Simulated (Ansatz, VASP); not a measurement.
# One calculation of C, two programs

INCAR

```
  PREC = Accurate
  ENCUT = 520
  EDIFF = 1E-7
  ISMEAR = 0
  SIGMA = 0.05
  LREAL = False
  LASPH = True
  NELM = 60
  ALGO = Normal
  ISIF = 2
  LWAVE = False
  LCHARG = False
  GGA = PE
  IVDW = 12
  NBANDS = 11
```

The input KPOINTS:

```
Automatic mesh
0
Gamma
  15 15 15
```

File POSCAR:

```
C
1.0
    1.2530811925      0.7234667638      3.4175230126
   -1.2530811925      0.7234667638      3.4175230126
    0.0000000000     -1.4469335276      3.4175230125
C
2
Direct
    0.1647114427      0.1647114427      0.1647114427
    0.8352885573      0.8352885573      0.8352885573
```

Input for Ansatz:

```yaml
crystal:
  lattice:
    - [1.2530811925, 0.7234667638, 3.4175230126]
    - [-1.2530811925, 0.7234667638, 3.4175230126]
    - [0.0, -1.4469335276, 3.4175230125]
  atoms:
    - { symbol: C, position: [0.1647114427, 0.1647114427, 0.1647114427] }
    - { symbol: C, position: [0.8352885573, 0.8352885573, 0.8352885573] }
basis:
  ecutwfc: 520.0
kpoints:
  mp_grid: { grid: [15, 15, 15] }
hamiltonian:
  xc: pbe
  dispersion: d3bj
scf:
  occupations: { method: gaussian, width: 0.05 }
output:
  forces: true
  stress: true
  eigenvalues: true
  write_density: true
  write_potential: true
  elf: true
  volumetric_format: npy
```

Change from the starting cell: mode 4 frozen in at -0.019 Å, equal normal strain along x, y and z +0.0167.

Alike in both runs: task single point; functional PBE; dispersion D3(BJ); k mesh 15 × 15 × 15; occupations gaussian, width 0.05 eV; no spin polarisation.

|  | VASP | Ansatz |
| --- | --- | --- |
| version | VASP 6.6.1 | Ansatz 0.2.0 |
| potentials or method | VASP PAW PBE potentials, release 64 (C) | scalar-relativistic, plane waves, PAW |
| plane-wave cutoff (eV) | 520 | 520 |
| valence electrons in the cell | 8 | 8 |

|  | VASP | Ansatz | Ansatz less VASP |
| --- | --- | --- | --- |
| gap on the k mesh at the Fermi level (eV) | 0.66 | 0.66 | 0.000 |
| least direct gap on the mesh (eV) | 0.66 | 0.66 | 0.000 |
| pressure (GPa) | -12.9 | -13.3 | -0.39 |
| largest component of the traceless stress (GPa) | 12.12 | 12.58 | +0.462 |
| rms of the force components (eV/Å) | 0.371 | 0.373 | +0.0013 |

Atom by atom the forces differ by 0.001 eV/Å (rms over components).

Caveats: an odd mesh through Γ misses points on the zone boundary, where band edges often lie.
